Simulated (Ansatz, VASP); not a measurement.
Two plane-wave programs on V

```
CELL_PARAMETERS angstrom
0.00000 2.70548 2.70548
2.70548 0.00000 2.70548
2.70548 2.70548 0.00000
ATOMIC_POSITIONS crystal
V 0.12500 0.12500 0.12500
V 0.87500 0.87500 0.87500
```

Alike in both runs: task single point; functional BLYP; k mesh 17 × 17 × 17; occupations fermi-dirac, width 0.1 eV; no spin polarisation.

```csv
,VASP,Ansatz
version,VASP 6.6.1,Ansatz 0.2.0
potentials or method,"VASP PAW PBE potentials, release 64 (V_sv)","plane waves (420 eV) with PAW, scalar-relativistic"
plane-wave cutoff (eV),520,420
valence electrons in the cell,26,26
```

|  | VASP | Ansatz | Ansatz less VASP |
| --- | --- | --- | --- |
| pressure (GPa) | 0.3 | 0.1 | -0.26 |

Caveats: the PAW data sets were made with another functional, which shifts forces and pressure a little (VASP).
